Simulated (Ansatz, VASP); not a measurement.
TePb: VASP beside Ansatz

The input INCAR:

```
ALGO = Normal ; EDIFF = 1E-6
ENCUT = 520 ; GGA = PS
ISIF = 2 ; ISMEAR = 0
LASPH = True ; LCHARG = True
LELF = True ; LREAL = False
LVHAR = True ; LWAVE = False
NBANDS = 17 ; NELM = 100
PREC = Accurate ; SIGMA = 0.1
```

Contents of KPOINTS:

```
k-points
0
Gamma
  6 6 6
```

File POSCAR:

```
TePb
1.0
    0.0000000000      3.2270000000      3.2270000000
    3.2270000000      0.0000000000      3.2270000000
    3.2270000000      3.2270000000      0.0000000000
Te Pb
1 1
Direct
    0.5000000000      0.5000000000      0.5000000000
    0.0000000000      0.0000000000      0.0000000000
```

Input for Ansatz:

```yaml
crystal:
  lattice:
    - [0.0, 3.227, 3.227]
    - [3.227, 0.0, 3.227]
    - [3.227, 3.227, 0.0]
  atoms:
    - { symbol: Te, position: [0.5, 0.5, 0.5] }
    - { symbol: Pb, position: [0.0, 0.0, 0.0] }
basis:
  ecutwfc: 420
kpoints:
  mp_grid: { grid: [6, 6, 6] }
hamiltonian:
  xc: pbesol
scf:
  occupations: { method: gaussian, width: 0.1 }
output:
  forces: true
  stress: true
  eigenvalues: true
```

Alike in both runs: task single point; functional PBEsol; k mesh 6 × 6 × 6; occupations gaussian, width 0.1 eV; no spin polarisation.

|  | VASP | Ansatz |
| --- | --- | --- |
| version | VASP 6.6.1 | Ansatz 0.2.0 |
| potentials or method | VASP PAW PBE potentials, release 64 (Te, Pb_d) | scalar-relativistic, plane waves, PAW |
| plane-wave cutoff (eV) | 520 | 420 |
| valence electrons in the cell | 20 | 30 |

|  | VASP | Ansatz | Ansatz less VASP |
| --- | --- | --- | --- |
| gap on the k mesh at the Fermi level (eV) | 0.66 | 0.66 | -0.004 |
| least direct gap on the mesh (eV) | 0.66 | 0.66 | -0.004 |
| pressure (GPa) | -0.3 | -0.2 | +0.04 |

The two sets of potentials don't hold the same shells in valence.

Caveats: the PAW data sets were made with another functional, which shifts forces and pressure a little (VASP); spin-orbit coupling is left out, which as a rule narrows the gap of such compounds by several tenths of an eV. A k mesh can miss the band edges.
